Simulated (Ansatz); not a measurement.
The system is Au.

```xyz
2
Lattice="2.9000 0.0000 0.0000 -1.4500 2.5115 0.0000 0.0000 0.0000 4.8800" Properties=species:S:1:pos:R:3 pbc="T T T"
Au    1.4500    0.8372    1.2200
Au    0.0000    1.6743    3.6600
```

This isn't the form of Au at room conditions, which is fcc.

* Program: Ansatz 0.2.0
* Task: relaxation of cell and atoms
* Functional: PBEsol
* Potentials or basis: Ansatz PAW
* Cutoff: 420 eV (not typed: the program's choice for these potentials)
* k mesh: 11 × 11 × 6
* Occupations: fermi-dirac, width 0.05 eV
* Spin: no spin polarisation

At the start: volume 17.77 Å³/atom.

Question: Where does the relaxation end?

Answer: It ends after 6 steps and the volume is 17.02 Å³/atom (-4.2 %); space group P6_3/mmc (No. 194, to 0.05 Å).

Step by step:
```csv
step,energy change (eV),largest force (eV/Å),volume (Å³)
1,0.0000,0.0000,35.54
2,-0.0309,0.0000,34.33
3,-0.0323,0.0000,34.01
4,-0.0324,0.0000,34.04
5,-0.0324,0.0000,34.05
6,-0.0320,0.0000,34.05
```

Final structure:
```
Au
1.0
     2.86892    0.00000    0.00000
    -1.43446    2.48455    0.00000
     0.00000    0.00000    4.77667
Au
2
Cartesian
  1.4345 0.8282 1.1942
  0.0000 1.6564 3.5825
```

Caveat: the plane-wave basis is chosen anew once the cell has moved, so the energies of steps on either side of that aren't comparable; the PAW data sets come from PBE, with cores solved anew for the run's functional, which leaves a small shift of forces and pressure.
